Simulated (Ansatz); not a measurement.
Consider the following.

```
GeO2
1.0
    4.48746     0.00000     0.00000
    0.00000     4.48746     0.00000
    0.00000     0.00000     2.90500
Ge O
2 4
Direct
  0.50000   0.50000   0.50000
  0.00000   0.00000   0.00000
  0.69286   0.69286   0.00000
  0.30714   0.30714   0.00000
  0.80714   0.19286   0.50000
  0.19286   0.80714   0.50000
```

All values below come from PBE, rigid bands (plane waves, PAW, scalar-relativistic; Ansatz, a program for electronic structure). Condition of this run: functional PBE, cell relaxed with it. How the cell was made: cell and atoms relaxed with PBE.

What conductivity effective mass do dilute electrons have at 300 K?

0.23 (x), 0.23 (y), 0.197 (z) mₑ.

And the band gap?

1.23 eV at this level; semilocal functionals usually fall short of the measured gap.

Rigid bands, one relaxation time for all states, no polarons. Spin-orbit coupling is left out; where it splits the top of the valence band it changes the hole mass and lowers the gap by about a third of the splitting.
